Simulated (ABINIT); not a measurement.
# Pt (Fm-3m) in ABINIT: settings compared, part 2 of 2

ABINIT 10.8.3 (patched build). The steps go on from the part before.

## (3) Equation of state, BP86+D3

Contents of run.abi:

```
ndtset 7
getwfk -1
scalecart1 3*0.9795861087
scalecart2 3*0.9864848297
scalecart3 3*0.9932883884
scalecart4 3*1.0000000000
scalecart5 3*1.0066227096
scalecart6 3*1.0131594038
scalecart7 3*1.0196128224

pp_dirpath "./"
pseudos "Pt.GGA_PBE-JTH.xml"

acell 3*1.0
rprim
     0.0000000000     3.7055639578     3.7055639578
     3.7055639578     0.0000000000     3.7055639578
     3.7055639578     3.7055639578     0.0000000000
ntypat 1
znucl 78
natom 1
typat 1
xred
     0.0000000000     0.0000000000     0.0000000000

ecut 20.0
pawecutdg 40.0

kptopt 1
ngkpt 12 12 12
nshiftk 1
shiftk 0.0 0.0 0.0

ixc -106132
vdw_xc 6

nband 9
occopt 3
tsmear 0.00183747

nstep 100
tolvrs 1.0e-9

iomode 3
prtwf 1
prtden 0
prteig 0
prtebands 0
enunit 1
```

Potentials or basis: JTH PAW PBE v2.0.

Launch:

```sh
$ abinit run.abi > log 2>&1
```

run.abo:

```text
.Version 10.8.3 of ABINIT
 DATASET    1 : space group Fm -3 m (#225); Bravais cF (face-center cubic)
================================================================================
 Values of the parameters that define the memory need for DATASET  1.
     intxc =       0    ionmov =       0      iscf =      17    lmnmax =      18
     lnmax =       6     mgfft =      24  mpssoang =       3    mqgrid =    3001
     natom =       1  nloc_mem =       2    nspden =       1   nspinor =       1
    nsppol =       1      nsym =      48    n1xccc =       1    ntypat =       1
    occopt =       3   xclevel =       2
       mpw =         424          nfft =       13824          nkpt =          72
 PAW method is used; the additional fine FFT grid is defined by:
   mgfftf=        30    nfftf =     27000
================================================================================
================================================================================
[... 71 lines left out ...]
 DATASET    7 : space group Fm -3 m (#225); Bravais cF (face-center cubic)
================================================================================
 Values of the parameters that define the memory need for DATASET  7.
     intxc =       0    ionmov =       0      iscf =      17    lmnmax =      18
     lnmax =       6     mgfft =      24  mpssoang =       3    mqgrid =    3001
     natom =       1  nloc_mem =       2    nspden =       1   nspinor =       1
    nsppol =       1      nsym =      48    n1xccc =       1    ntypat =       1
    occopt =       3   xclevel =       2
       mpw =         477          nfft =       13824          nkpt =          72
 PAW method is used; the additional fine FFT grid is defined by:
   mgfftf=        32    nfftf =     32768
================================================================================
================================================================================

--------------------------------------------------------------------------------
------------- Echo of variables that govern the present computation ------------
--------------------------------------------------------------------------------
 -outvars: echo values of preprocessed input variables --------
            acell      1.0000000000E+00  1.0000000000E+00  1.0000000000E+00 Bohr
              amu      1.95080000E+02
             ecut      2.00000000E+01 Hartree
           enunit           1
           getwfk          -1
                       outvar_i_n : Printing only first  50 k-points.
[... 120 lines left out ...]
 Compensation charge density is not taken into account in XC energy/potential

   3.18926860E+02                                ecore*ucvol(ha*bohr**3)
--------------------------------------------------------------------------------

================================================================================

--- !BeginCycle
iteration_state: {dtset: 1, }
solver: {iscf: 17, nstep: 100, nline: 4, wfoptalg: 10, }
tolerances: {tolvrs: 1.00E-09, }
...
[... 1227 lines left out ...]
-Cartesian components of stress tensor (GPa)         [Pressure= -2.0392E+01 GPa]
- sigma(1 1)=  2.03922855E+01  sigma(3 2)=  0.00000000E+00
- sigma(2 2)=  2.03922855E+01  sigma(3 1)=  0.00000000E+00
- sigma(3 3)=  2.03922855E+01  sigma(2 1)=  0.00000000E+00

== END DATASET(S) ==============================================================
================================================================================

 -outvars: echo values of variables after computation  --------
            acell      1.0000000000E+00  1.0000000000E+00  1.0000000000E+00 Bohr
           etotal1    -2.7117318568E+01
           etotal2    -2.7117876527E+01
           etotal3    -2.7117956404E+01
           etotal4    -2.7117624600E+01
           etotal5    -2.7116931760E+01
           etotal6    -2.7115924115E+01
           etotal7    -2.7114649109E+01
            fcart1    -0.0000000000E+00 -0.0000000000E+00 -0.0000000000E+00
            fcart2    -0.0000000000E+00 -0.0000000000E+00 -0.0000000000E+00
            fcart3    -0.0000000000E+00 -0.0000000000E+00 -0.0000000000E+00
            fcart4    -0.0000000000E+00 -0.0000000000E+00 -0.0000000000E+00
            fcart5    -0.0000000000E+00 -0.0000000000E+00 -0.0000000000E+00
            fcart6    -0.0000000000E+00 -0.0000000000E+00 -0.0000000000E+00
            fcart7    -0.0000000000E+00 -0.0000000000E+00 -0.0000000000E+00
            rprim1     0.0000000000E+00  3.6299189780E+00  3.6299189780E+00
                       3.6299189780E+00  0.0000000000E+00  3.6299189780E+00
                       3.6299189780E+00  3.6299189780E+00  0.0000000000E+00
[... 17 lines left out ...]
                       3.7782405256E+00  3.7782405256E+00  0.0000000000E+00
           strten1    -3.9034242751E-04 -3.9034242751E-04 -3.9034242751E-04
                       0.0000000000E+00  0.0000000000E+00  0.0000000000E+00
           strten2    -1.4062764885E-04 -1.4062764885E-04 -1.4062764885E-04
                       0.0000000000E+00  0.0000000000E+00  0.0000000000E+00
           strten3     7.6167296677E-05  7.6167296677E-05  7.6167296677E-05
                       0.0000000000E+00  0.0000000000E+00  0.0000000000E+00
           strten4     2.6480157501E-04  2.6480157501E-04  2.6480157501E-04
                       0.0000000000E+00  0.0000000000E+00  0.0000000000E+00
           strten5     4.3035168202E-04  4.3035168202E-04  4.3035168202E-04
                       0.0000000000E+00  0.0000000000E+00  0.0000000000E+00
           strten6     5.7109490908E-04  5.7109490908E-04  5.7109490908E-04
                       0.0000000000E+00  0.0000000000E+00  0.0000000000E+00
           strten7     6.9311969757E-04  6.9311969757E-04  6.9311969757E-04
                       0.0000000000E+00  0.0000000000E+00  0.0000000000E+00
 Calculation completed.
```

Wall time 1.8 min (1 thread of Arm Neoverse V1, shared host); peak memory 0.14 GiB.

What came out:

- Equilibrium volume: 14.68 Å³/atom
- Bulk modulus: 304 GPa
- Pressure derivative of the bulk modulus: 5.8

Energy against volume, from the lowest point:
```tsv
volume (Å³/atom)	energy (meV/atom)
14.175	17.36
14.477	2.17
14.778	0.00
15.080	9.03
15.381	27.88
15.683	55.30
15.985	90.00
```

Caveat: pressures at fixed basis lie under the slope of the energies; the PAW data sets were made with another functional, which shifts forces and pressure a little.
